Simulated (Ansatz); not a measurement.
## Stiffness of KF from strained cells

```
CELL_PARAMETERS angstrom
3.25895 0.00000 0.00000
0.00000 3.25895 0.00000
0.00000 0.00000 3.25895
ATOMIC_POSITIONS crystal
K 0.00000 0.00000 0.00000
F 0.50000 0.50000 0.50000
```

Atoms are numbered in the order listed.

The cell is the one relaxed in the Materials Project (mp-8454), not relaxed further here; entries there can be hypothetical.

Computed with DFT, LDA, all-electron LAPW, scalar-relativistic (Ansatz 0.2.0).

Settings: a Γ-centred 9×9×9 k mesh, Fermi–Dirac smearing of 0.02 eV, basis error target 0.5 meV/atom, no spin polarisation.

The unstrained cell is at -5.74 GPa. Large strains and very small stresses are left out. Each strain is applied once, with fractional coordinates held (clamped ions), and σ below is the change of stress, positive in tension. One finite strain gives stress–strain coefficients at this pressure with an error of the order of the strain times third-order constants, a few per cent for each per cent of strain.

Task: With z strained by -1 % at fixed volume, the run gives σzz − σxx = -1.24 GPa and εzz − εxx = -0.0150. Which stiffness follows?

Result: C11 − C12 = (σzz − σxx)/(εzz − εxx) = 82 GPa.

Task: With x and y strained by +1 %, z held, the run gives σxx = 0.64 GPa, σzz = -0.16 GPa and εxx = εyy = 0.0100. Which stiffness follows?

Result: C12 = σzz/(2εxx) = -8 GPa and C11 + C12 = σxx/εxx = 64 GPa.

Task: What do those two numbers (x and y strained by +1 %, z held) give for C11, and is the cell stable to tetragonal shear?

Result: C11 = 64 − -8 = 72 GPa and C11 − C12 = 80 GPa: positive, so stable to it.
